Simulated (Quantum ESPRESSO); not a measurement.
HgTe, 6 atoms in the cell. The cell holds a slab with vacuum, 6 atoms: a = 4.559 Å, b = 4.559 Å, c = 23.375 Å, α = 90.00°, β = 90.00°, γ = 120.00°. 

```yaml
Program: Quantum ESPRESSO 7.5
Task: work function
Functional: PBE
Potentials_or_basis: PseudoDojo 0.4.1 SR PBE standard
Cutoff: 1088 eV
Density_cutoff: 4354 eV
k_mesh: 4 × 4 × 1
Occupations: cold, width 0.2 eV
Spin: no spin polarisation
Boundary_across_the_vacuum: dipole
Tefield: yes
Dipfield: yes
Emaxpos: 0.9786
Eopreg: 0.0428
Eamp: 0
Mixing_mode: local-TF
Mixing_beta: 0.3
Most_SCF_iterations: 150
SCF_threshold: 6e-09 Ry
```

Potentials or basis: PseudoDojo 0.4.1 SR PBE standard.

The run is started by

```sh
$ OMP_NUM_THREADS=1 mpirun -n 2 pw.x -in pw.in > pw.out
$ OMP_NUM_THREADS=1 mpirun -n 1 pp.x -in pp_density.in > pp_density.out
$ OMP_NUM_THREADS=1 mpirun -n 1 pp.x -in pp_potential.in > pp_potential.out
$ OMP_NUM_THREADS=1 mpirun -n 1 pp.x -in pp_elf.in > pp_elf.out
```

Hardware: 2 MPI ranks on Arm Neoverse V1, on a shared host.

**Question.** Estimate the wall time of this run.

**Answer.** Wall time 8.2 min on 2 MPI ranks on Arm Neoverse V1, with other jobs on the host, peak memory 0.84 GiB a rank. Counts: scf iterations 18, k pools 1, bands 69, k points 10, g dense 274733.
